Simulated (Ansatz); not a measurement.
Start from ZrO2 (space group P2_1/c, No. 14).

```yaml
crystal:
  lattice:
    - [5.18987, 0.00000, 0.00000]
    - [0.00000, 5.24188, 0.00000]
    - [-0.90466, 0.00000, 5.30184]
  atoms:
    - { symbol: Zr, position: [0.27576, 0.04379, 0.21002] }
    - { symbol: Zr, position: [0.72424, 0.54379, 0.28998] }
    - { symbol: Zr, position: [0.72424, 0.95621, 0.78998] }
    - { symbol: Zr, position: [0.27576, 0.45621, 0.71002] }
    - { symbol: O, position: [0.06497, 0.32630, 0.35005] }
    - { symbol: O, position: [0.93503, 0.82630, 0.14995] }
    - { symbol: O, position: [0.93503, 0.67370, 0.64995] }
    - { symbol: O, position: [0.06497, 0.17370, 0.85005] }
    - { symbol: O, position: [0.45100, 0.75674, 0.47552] }
    - { symbol: O, position: [0.54900, 0.25674, 0.02448] }
    - { symbol: O, position: [0.54900, 0.24326, 0.52448] }
    - { symbol: O, position: [0.45100, 0.74326, 0.97552] }
```

Cartesian axes are those of the cell as printed.

Calculations: Kohn–Sham DFT with the PBE functional, run in Ansatz (a first-principles code) with PAW and 420 eV plane waves, without spin-orbit coupling.

Modification: the cell is stretched by 3.67 % along z with no lateral relaxation, atoms relaxed at fixed cell.

Task: Predict the stress tensor and what it implies for the stiffness.

Result: Stress of the strained cell less that of the base (GPa, compression positive):
```
  -3.36    0.00    0.38
   0.00   -4.23    0.00
   0.38    0.00   -9.27
```

Then −Δσ_ii/ε with ε = 0.0367 gives secant stiffness values (nonlinear terms included at this strain): C33 ≈ 252 GPa, C13 ≈ 92 GPa and C23 ≈ 115 GPa.

As a check, the harmonic strain energy −½ V₀ Δσ:ε is 13 meV/atom; the computed energy rise is 13 meV/atom.

Stability against distortions was not tested.
